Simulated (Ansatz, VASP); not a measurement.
HfC: VASP beside Ansatz

The input INCAR:

```
PREC     = Accurate       # precision mode
ENCUT    = 520            # plane-wave cutoff, eV
EDIFF    = 1E-8           # SCF threshold, eV
ISMEAR   = -1             # smearing method
SIGMA    = 0.08           # smearing width, eV
LREAL    = F              # projectors in reciprocal space
LASPH    = T              # aspherical terms in the spheres
NELM     = 60             # most SCF steps
ALGO     = Normal         # electronic algorithm
ISIF     = 2              # what is computed and relaxed
LWAVE    = F              # write WAVECAR
LCHARG   = F              # write CHGCAR
GGA      = PE             # functional
LEFG     = T            
NBANDS   = 14             # bands
```

File KPOINTS:

```
Automatic mesh
0
Gamma
  11 11 11
```

Contents of POSCAR:

```
HfC
1.0
    0.0000000000      2.5469925823      2.5469925823
    2.5469925823      0.0000000000      2.5469925823
    2.5469925823      2.5469925823      0.0000000000
Hf C
1 1
Direct
    0.0000000000      0.0000000000      0.0000000000
    0.2500000000      0.2500000000      0.2500000000
```

Input for Ansatz:

```yaml
crystal:
  lattice:
    - [0.0, 2.5469925823, 2.5469925823]
    - [2.5469925823, 0.0, 2.5469925823]
    - [2.5469925823, 2.5469925823, 0.0]
  atoms:
    - { symbol: Hf, position: [0.0, 0.0, 0.0] }
    - { symbol: C, position: [0.25, 0.25, 0.25] }
kpoints:
  mp_grid: { grid: [11, 11, 11] }
scf:
  occupations: { method: fermi_dirac, width: 0.08 }
hamiltonian:
  xc: pbe
  pseudopotentials: { kind: paw }
output:
  forces: true
  stress: true
  eigenvalues: true
  efg: { contact_densities: true }
```

Change from the starting cell: volume scaled by 1.03, PAW files.

Alike in both runs: task electric field gradients; functional PBE; k mesh 11 × 11 × 11; occupations fermi-dirac, width 0.08 eV; no spin polarisation.

|  | VASP | Ansatz |
| --- | --- | --- |
| version | VASP 6.6.1 | Ansatz 0.2.0 |
| potentials or method | VASP PAW PBE potentials, release 64 (Hf_pv, C) | PAW with Ansatz's default frozen-core files, scalar-relativistic |
| plane-wave cutoff (eV) | 520 | 420 |
| valence electrons in the cell | 14 | 30 |

Ansatz gave:

| Item | Value |
| --- | --- |
| pressure (GPa) | -4.4 |
| Vzz of the field gradient on the site that differs most (V/Å²) | 0.0 |

**Question.** Which values does VASP return?

**Answer.** Pressure (GPa): -4.8; Vzz of the field gradient on the site that differs most (V/Å²): 0.0.

The two sets of potentials don't hold the same shells in valence. Ansatz warned: «gradients_without_spin_orbit».

Caveats: spin-orbit coupling is left out, which moves the levels of the heavy elements; an odd mesh through Γ misses points on the zone boundary, where band edges often lie.
